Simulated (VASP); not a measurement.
Input of a VASP 6.6.1 run:

File INCAR:

```
SYSTEM = As2Pt
  PREC = Accurate
  ENCUT = 600
  EDIFF = 1E-7
  ISMEAR = 0
  SIGMA = 0.03
  LREAL = .FALSE.
  LASPH = .TRUE.
  NELM = 80
  ALGO = Normal
  ISIF = 2
  LWAVE = .FALSE.
  LCHARG = .FALSE.
  GGA = CA
  IBRION = 2
  NSW = 40
  EDIFFG = -0.01
  KPAR = 4
```

Contents of KPOINTS:

```
Automatic mesh
0
G
  6 6 6
  0 0 0
```

POSCAR

```
As2Pt                                   
1.0
    5.9906868892      0.0000000000      0.0000000000
    0.0000000000      5.9906868892      0.0000000000
    0.0000000000      0.0000000000      5.9906868892
  As              Pt            
     8     4
Direct
     0.3830144512340610    0.3830144512340610    0.3830144512340610
     0.1169855487659390    0.6169855487659390    0.8830144512340610
     0.8830144512340610    0.1169855487659390    0.6169855487659390
     0.6169855487659390    0.8830144512340610    0.1169855487659390
     0.6169855487659390    0.6169855487659390    0.6169855487659390
     0.8830144512340610    0.3830144512340610    0.1169855487659390
     0.1169855487659390    0.8830144512340610    0.3830144512340610
     0.3830144512340610    0.1169855487659390    0.8830144512340610
     0.0000000000000000    0.0000000000000000    0.0000000000000000
     0.5000000000000000    0.0000000000000000    0.5000000000000000
     0.5000000000000000    0.5000000000000000    0.0000000000000000
     0.0000000000000000    0.5000000000000000    0.5000000000000000
```

Potentials or basis: VASP PAW LDA potentials, release 64 (As, Pt).

The run is started by

```console
$ cat potpaw_LDA.64/As/POTCAR potpaw_LDA.64/Pt/POTCAR > POTCAR
$ mpirun -np 4 vasp_std > vasp.out
```

Q: What does it give for the band gap on the k mesh?

A: 0.20 eV, indirect (least direct gap 0.92 eV).

Q: Estimate the energy gained by relaxing.

A: 0.0 meV/atom.

Final structure:
```
CELL_PARAMETERS angstrom
5.99069 0.00000 0.00000
0.00000 5.99069 0.00000
0.00000 0.00000 5.99069
ATOMIC_POSITIONS crystal
As 0.38311 0.38311 0.38311
As 0.11689 0.61689 0.88311
As 0.88311 0.11689 0.61689
As 0.61689 0.88311 0.11689
As 0.61689 0.61689 0.61689
As 0.88311 0.38311 0.11689
As 0.11689 0.88311 0.38311
As 0.38311 0.11689 0.88311
Pt 0.00000 0.00000 0.00000
Pt 0.50000 0.00000 0.50000
Pt 0.50000 0.50000 0.00000
Pt 0.00000 0.50000 0.50000
```

Caveat: spin-orbit coupling is left out, which moves the levels of the heavy elements. A k mesh can miss the band edges.
